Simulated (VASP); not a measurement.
Set up this calculation in VASP 6.6.1, as the native input.

```
Task                   : single point
Functional             : r2SCAN
Potentials or basis    : VASP PAW PBE potentials, release 64 (Ta_pv, S)
Cutoff                 : 520 eV
k mesh                 : 7 × 7 × 3
Occupations            : gaussian, width 0.05 eV
Spin                   : collinear spin, ferromagnetic start
Starting moments       : [0.5, 0.0, 0.0] μB
Hubbard terms          : Ta d U = 8 eV
Further INCAR settings : ALGO = Normal; EDIFF = 1e-07
```

The structure of TaS2 lies in POSCAR:

```
TaS2
1.0
    3.3500014000      0.0000000000      0.0000000000
   -1.6750007000      2.9011863100      0.0000000000
    0.0000000000      0.0000000000      5.8599987400
Ta S
1 2
Direct
    0.0000000000      0.0000000000      0.0000000000
    0.3333333333      0.6666666667      0.2500000000
    0.6666666667      0.3333333333      0.7500000000
```

One way to write it, as run:

INCAR

```
PREC = Accurate ; ENCUT = 520
EDIFF = 1E-7 ; ISMEAR = 0
SIGMA = 0.05 ; LREAL = F
LASPH = T ; NELM = 60
ALGO = Normal ; ISIF = 2
LWAVE = F ; LCHARG = T
ISPIN = 2 ; MAGMOM = 0.5 0 0
LORBIT = 11 ; LMAXMIX = 4
LDAU = T ; LDAUTYPE = 2
LDAUL = 2 -1 ; LDAUU = 8 0
LDAUJ = 0 0 ; LDAUPRINT = 1
METAGGA = R2SCAN ; LMIXTAU = T
LELF = T ; LVHAR = T
```

KPOINTS

```
Automatic mesh
0
Gamma
  7 7 3
```

Potentials or basis: VASP PAW PBE potentials, release 64 (Ta_pv, S).

Launch:

```sh
$ cat potpaw_PBE.64/Ta_pv/POTCAR potpaw_PBE.64/S/POTCAR > POTCAR
$ mpirun -np 1 vasp_std > vasp.out
```

Results of the run:

```json
{"Pressure": "19.0 GPa", "Largest force": "1.763 eV/Å", "Band gap on the k mesh": "none (metal or under the smearing width)", "Net moment": "0.76 μB per cell", "Site moments": "Ta +0.56; S -0.03 μB", "Valence electrons inside the program's atomic spheres": "Ta 8.65; S 3.83"}
```

Caveat: the PAW data sets were made with another functional, which shifts forces and pressure a little.

Wall time 3.6 min on 1 thread of Intel(R) Xeon(R) Platinum 8259CL CPU @ 2.50GHz (Skylake/Cascade Lake), with other jobs on the host, peak memory 0.25 GiB.
